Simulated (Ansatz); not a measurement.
The system is WC (Qusongite).

```
CELL_PARAMETERS angstrom
2.90650 0.00000 0.00000
-1.45325 2.51710 0.00000
0.00000 0.00000 2.83660
ATOMIC_POSITIONS crystal
W 0.04086 0.00078 0.00276
C 0.70270 0.36735 0.52789
```

The cell isn't the ideal one: atoms moved at random, drawn with an rms of 0.15 Å.

| Quantity | Value |
| --- | --- |
| Program | Ansatz 0.2.0 |
| Task | relaxation of the atoms |
| Functional | revPBE |
| Dispersion | D3(BJ) |
| Potentials or basis | PseudoDojo standard (PBE files) |
| Cutoff | 1116 eV |
| Density cutoff | 4463 eV |
| k mesh | 8 × 8 × 7 |
| Occupations | gaussian, width 0.1 eV |
| Spin | no spin polarisation |

At the start: volume 10.38 Å³/atom.

Q: Where does the relaxation end?

A: Over 4 steps the energy falls by 61.8 meV/atom; space group P-6m2 (No. 187, to 0.05 Å).

Step by step:
| step | energy change (eV) | largest force (eV/Å) |
| --- | --- | --- |
| 1 | 0.0000 | 1.9674 |
| 2 | -0.1123 | 0.5800 |
| 3 | -0.1235 | 0.0078 |
| 4 | -0.1235 | 0.0080 |

Final structure:
```yaml
crystal:
  lattice:
    - [2.90650, 0.00000, 0.00000]
    - [-1.45325, 2.51710, 0.00000]
    - [0.00000, 0.00000, 2.83660]
  atoms:
    - { symbol: W, position: [0.03844, 0.01746, 0.01525] }
    - { symbol: C, position: [0.70511, 0.35067, 0.51540] }
```

Caveat: the potentials were made for another functional, which shifts forces and pressure; the thresholds are loose for stress.
